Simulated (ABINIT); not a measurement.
# Sn (Immm) in ABINIT: convergence with pawecutdg

Aim: find how far pawecutdg must go before the results for Sn settle, at PBE. This setting moves, with any that are tied to it; all else stays.

Everything below comes from runs of ABINIT 10.8.3 (patched build). Logs are shortened: lines on timing, memory, paths and dates and some standing lists are left out, and cuts for length are marked. The log counts tension as positive stress, the text compression.

### Step 1. The structure

It takes space group Immm (No. 71, orthorhombic). Conventional cell: a = 3.453 Å, b = 3.551 Å, c = 4.677 Å, α = 90.00°, β = 90.00°, γ = 90.00°. Around Sn (site symmetry mmm) lie 12 Sn at 3.41 to 3.55 Å.

This isn't the form of Sn at room conditions, which is tetragonal (white tin).

### Step 2. With pawecutdg 22 Ha

run.abi reads:

```
# Pseudopotentials
pp_dirpath "./"
pseudos "Sn.GGA_PBE-JTH.xml"

# Structure
acell 3*1.0
rprim
    -3.2626858535     3.3552975514     4.4188259657
     3.2626858535    -3.3552975514     4.4188259657
     3.2626858535     3.3552975514    -4.4188259657
ntypat 1
znucl 50
natom 1
typat 1
xcart
     0.0000000000     0.0000000000     0.0000000000
chkprim 0
chksymtnons 0
tolsym 1.0e-6

# Plane-wave basis
ecut 598.650497 eV
pawecutdg 22.0
pawxcdev 0

# k points
kptopt 1
ngkpt 11 11 11
nshiftk 1
shiftk 0.0 0.0 0.0

# Exchange and correlation
ixc 11

# Bands and occupations
nband 11
occopt 6
tsmear 0.00183747

# SCF cycle
nstep 100
tolvrs 1.0e-9

# Output
iomode 3
prtwf 0
prtden 0
prteig 0
prtebands 0
enunit 1
```

Potentials or basis: JTH PAW PBE v2.0.

Command:

```sh
$ abinit run.abi > log 2>&1
```

run.abo:

```text
.Version 10.8.3 of ABINIT
 Symmetries : space group Im m m (# 71); Bravais oI (body-center ortho.)
================================================================================
 Values of the parameters that define the memory need of the present run
     intxc =       0    ionmov =       0      iscf =      17    lmnmax =      18
     lnmax =       6     mgfft =      30  mpssoang =       3    mqgrid =    3001
     natom =       1  nloc_mem =       2    nspden =       1   nspinor =       1
    nsppol =       1      nsym =       8    n1xccc =       1    ntypat =       1
    occopt =       6   xclevel =       2
       mpw =         967          nfft =       27000          nkpt =         216
 PAW method is used; the additional fine FFT grid is defined by:
   mgfftf=        30    nfftf =     27000
================================================================================
================================================================================

--------------------------------------------------------------------------------
------------- Echo of variables that govern the present computation ------------
--------------------------------------------------------------------------------
 -outvars: echo values of preprocessed input variables --------
            acell      1.0000000000E+00  1.0000000000E+00  1.0000000000E+00 Bohr
              amu      1.18710000E+02
          chkprim           0
      chksymtnons           0
             ecut      2.20000000E+01 Hartree
           enunit           1
                       outvar_i_n : Printing only first  50 k-points.
              ixc          11
                       outvar_i_n : Printing only first  50 k-points.
         kptrlatt       11    0    0      0   11    0      0    0   11
          kptrlen      7.08020394E+01
            natom           1
            nband          11
            ngfft          30      30      30
          ngfftdg          30      30      30
             nkpt         216
            nstep         100
             nsym           8
           ntypat           1
                       prtocc : prtvol=0, do not print more k-points.
           occopt           6
        pawecutdg      2.20000000E+01 Hartree
         pawxcdev           0
           prtden           0
        prtebands           0
           prteig           0
            prtwf           0
            rprim     -3.2626858535E+00  3.3552975514E+00  4.4188259657E+00
                       3.2626858535E+00 -3.3552975514E+00  4.4188259657E+00
                       3.2626858535E+00  3.3552975514E+00 -4.4188259657E+00
          spgroup          71
           tolsym      1.00000000E-06
           tolvrs      1.00000000E-09
           tsmear      1.83747000E-03 Hartree
            typat      1
           useylm           1
                       outvars : Printing only first  50 k-points.
            znucl       50.00000

================================================================================

 chkinp: Checking input parameters for consistency.

================================================================================
== DATASET  1 ==================================================================
[... 100 lines left out ...]
cartesian_forces: # hartree/bohr
- [ -0.00000000E+00,  -0.00000000E+00,  -0.00000000E+00, ]
force_length_stats: {min:   0.00000000E+00, max:   0.00000000E+00, mean:   0.00000000E+00, }
...

 Integrated electronic density in atomic spheres:
 ------------------------------------------------
 Atom  Sphere_radius  Integrated_density
    1        2.51086         11.81769186

================================================================================

 ----iterations are completed or convergence reached----

 Mean square residual over all n,k,spin=   58.183E-08; max=  13.732E-05
 reduced coordinates (array xred) for    1 atoms
       0.000000000000      0.000000000000      0.000000000000
 rms dE/dt=  0.0000E+00; max dE/dt=  0.0000E+00; dE/dt below (all hartree)
    1       0.000000000000      0.000000000000      0.000000000000

 cartesian coordinates (angstrom) at end:
    1      0.00000000000000     0.00000000000000     0.00000000000000

 cartesian forces (hartree/bohr) at end:
    1     -0.00000000000000    -0.00000000000000    -0.00000000000000
 frms,max,avg= 0.0000000E+00 0.0000000E+00   0.000E+00  0.000E+00  0.000E+00 h/b

 cartesian forces (eV/Angstrom) at end:
    1     -0.00000000000000    -0.00000000000000    -0.00000000000000
 frms,max,avg= 0.0000000E+00 0.0000000E+00   0.000E+00  0.000E+00  0.000E+00 e/A
 length scales=  1.000000000000  1.000000000000  1.000000000000 bohr
              =  0.529177210544  0.529177210544  0.529177210544 angstroms
 Fermi (or HOMO) energy (eV) =   6.05937   Average Vxc (eV)= -10.03243
 Eigenvalues (   eV  ) for nkpt= 216  k points:
 kpt#   1, nband= 11, wtk=  0.00075, kpt=  0.0000  0.0000  0.0000 (reduced coord)
 -15.51696  -15.50278  -15.48304  -15.45525  -15.42023   -4.72198   13.06659   13.21097
  13.61512   16.71855   17.14850
 prteigrs : prtvol=0 or 1, do not print more k-points.

--- !EnergyTerms
iteration_state     : {dtset: 1, }
comment             : Components of total free energy in Hartree
kinetic             :  1.16802656494763E+01
hartree             :  2.44047184010912E+01
xc                  : -6.85946300077159E+00
Ewald energy        : -4.89324109239566E+01
psp_core            :  1.86100697013544E+00
local_psp           : -6.75283990226087E+01
PAW spherical_terms :  1.56625202942564E+01
internal            : -6.97117616323775E+01
'-kT*entropy'       : -4.13714562647860E-06
total_energy        : -6.97117657695231E+01
total_energy_eV     : -1.89695378424385E+03
...

--- !EnergyTermsDC
iteration_state     : {dtset: 1, }
comment             : '"Double-counting" decomposition of free energy'
band_energy         : -5.44788738755179E+00
Ewald energy        : -4.89324109239566E+01
psp_core            :  1.86100697013544E+00
xc_dc               : -2.67223337890482E+01
PAW spherical_terms :  9.52987920593255E+00
internal            : -6.97117459244886E+01
'-kT*entropy'       : -4.13714562647860E-06
total_energy_dc     : -6.97117500616342E+01
total_energy_dc_eV  : -1.89695335681042E+03
...

--- !EnergyTermsWithPAWCore
iteration_state     : {dtset: 1, }
comment             : 'Components of total free energy, including PAW core contributions'
Total energy        : -6.17733653279613E+03
Total energy DC     : -6.17733651708824E+03
Total energy (eV)   : -1.68093890365325E+05
Total energy DC (eV): -1.68093889937891E+05
...

 Cartesian components of stress tensor (hartree/bohr^3)
  sigma(1 1)=  1.52994972E-05  sigma(3 2)=  0.00000000E+00
  sigma(2 2)=  8.31094130E-05  sigma(3 1)=  0.00000000E+00
  sigma(3 3)=  2.14207070E-05  sigma(2 1)=  0.00000000E+00

-Cartesian components of stress tensor (GPa)         [Pressure= -1.1752E+00 GPa]
- sigma(1 1)=  4.50126747E-01  sigma(3 2)=  0.00000000E+00
- sigma(2 2)=  2.44516335E+00  sigma(3 1)=  0.00000000E+00
- sigma(3 3)=  6.30218958E-01  sigma(2 1)=  0.00000000E+00

== END DATASET(S) ==============================================================
================================================================================

 -outvars: echo values of variables after computation  --------
            acell      1.0000000000E+00  1.0000000000E+00  1.0000000000E+00 Bohr
           etotal     -6.9711750062E+01
            fcart     -0.0000000000E+00 -0.0000000000E+00 -0.0000000000E+00
            rprim     -3.2626858535E+00  3.3552975514E+00  4.4188259657E+00
                       3.2626858535E+00 -3.3552975514E+00  4.4188259657E+00
                       3.2626858535E+00  3.3552975514E+00 -4.4188259657E+00
           strten      1.5299497153E-05  8.3109413030E-05  2.1420706992E-05
                       0.0000000000E+00  0.0000000000E+00  0.0000000000E+00
 Calculation completed.
```

Run time: 44 s. Hardware: 1 thread of Arm Neoverse V2, shared host; peak memory 0.17 GiB.

What came out:

```
Free energy                                           : -1896.9534 eV
Pressure                                              : -1.2 GPa
Band gap on the k mesh                                : none (metal or under the smearing width)
Valence electrons inside the program's atomic spheres : Sn 11.82 (radii [1.3287] Å)
```

### Step 3. With pawecutdg 26.4

run.abi: that of step 2 with these lines changed.

```diff
@@ -22,3 +22,3 @@
 ecut 598.650497 eV
-pawecutdg 22.0
+pawecutdg 26.4
 pawxcdev 0
```

Potentials or basis: JTH PAW PBE v2.0.

Command:

```sh
$ abinit run.abi > log 2>&1
```

Wall time 44 s (1 thread of Arm Neoverse V2, shared host); peak memory 0.17 GiB.

It converged, with:

* Free energy: -1896.9550 eV
* Pressure: -1.2 GPa
* Band gap on the k mesh: none (metal or under the smearing width)
* Valence electrons inside the program's atomic spheres: Sn 11.82 (radii [1.3287] Å)

### Step 4. With pawecutdg 33

run.abi: that of step 3 with these lines changed.

```diff
@@ -22,3 +22,3 @@
 ecut 598.650497 eV
-pawecutdg 26.4
+pawecutdg 33.0
 pawxcdev 0
```

Command:

```sh
$ abinit run.abi > log 2>&1
```

Wall time 45 s (1 thread of Arm Neoverse V2, shared host); peak memory 0.17 GiB.

It converged, with:

```
Free energy                                           : -1896.9556 eV
Pressure                                              : -0.9 GPa
Band gap on the k mesh                                : none (metal or under the smearing width)
Valence electrons inside the program's atomic spheres : Sn 11.82 (radii [1.3287] Å)
```

### Step 5. With pawecutdg 39.6

run.abi: that of step 4 with these lines changed.

```diff
@@ -22,3 +22,3 @@
 ecut 598.650497 eV
-pawecutdg 33.0
+pawecutdg 39.6
 pawxcdev 0
```

Command:

```sh
$ abinit run.abi > log 2>&1
```

Run time: 45 s. Hardware: 1 thread of Arm Neoverse V2, shared host; peak memory 0.17 GiB.

It converged, with:

| Quantity | Value |
| --- | --- |
| Free energy | -1896.9562 eV |
| Pressure | -1.0 GPa |
| Band gap on the k mesh | none (metal or under the smearing width) |
| Valence electrons inside the program's atomic spheres | Sn 11.82 (radii [1.3287] Å) |

### Step 6. With pawecutdg 48.4

run.abi: that of step 5 with these lines changed.

```diff
@@ -22,3 +22,3 @@
 ecut 598.650497 eV
-pawecutdg 39.6
+pawecutdg 48.4
 pawxcdev 0
```

Potentials or basis: JTH PAW PBE v2.0.

Command:

```sh
$ abinit run.abi > log 2>&1
```

It took 49 s on 1 thread of Arm Neoverse V2, shared host; peak memory 0.18 GiB.

Results (log left out):

```yaml
Free_energy: -1896.9567 eV
Pressure: -1.0 GPa
Band_gap_on_the_k_mesh: none (metal or under the smearing width)
Valence_electrons_inside_the_program's_atomic_spheres: Sn 11.82 (radii [1.3287] Å)
```

### Step 7. With pawecutdg 59.4

run.abi: that of step 6 with these lines changed.

```diff
@@ -22,3 +22,3 @@
 ecut 598.650497 eV
-pawecutdg 48.4
+pawecutdg 59.4
 pawxcdev 0
```

Command:

```sh
$ abinit run.abi > log 2>&1
```

Run time: 49 s. Hardware: 1 thread of Arm Neoverse V2, shared host; peak memory 0.18 GiB.

Results (log left out):

* Free energy: -1896.9567 eV
* Pressure: -1.0 GPa
* Band gap on the k mesh: none (metal or under the smearing width)
* Valence electrons inside the program's atomic spheres: Sn 11.82 (radii [1.3287] Å)

### Step 8. With pawecutdg 72.6

run.abi: that of step 7 with these lines changed.

```diff
@@ -22,3 +22,3 @@
 ecut 598.650497 eV
-pawecutdg 59.4
+pawecutdg 72.6
 pawxcdev 0
```

Command:

```sh
$ abinit run.abi > log 2>&1
```

It took 49 s on 1 thread of Arm Neoverse V2, shared host; peak memory 0.18 GiB.

It converged, with:

```yaml
Free_energy: -1896.9569 eV
Pressure: -1.0 GPa
Band_gap_on_the_k_mesh: none (metal or under the smearing width)
Valence_electrons_inside_the_program's_atomic_spheres: Sn 11.82 (radii [1.3287] Å)
```

### Step 9. Summary

```tsv
pawecutdg	energy less the tightest run (meV/atom)	pressure (GPa)	SCF cycles	CPU time (s)	peak memory (GiB)
22 Ha	3.58	-1.18	8	44	0.17
26.4	1.89	-1.22	8	44	0.17
33	1.30	-0.95	8	45	0.17
39.6	0.73	-0.96	8	45	0.17
48.4	0.26	-0.97	9	49	0.18
59.4	0.20	-0.96	9	49	0.18
72.6	0.00	-0.98	9	49	0.18
```

Against the tightest run, the energy stays within 1 meV/atom from 39.6 on; the pressure stays within 0.1 GPa from 33 on. The tightest run that finished is the yardstick and may itself not be fully converged.
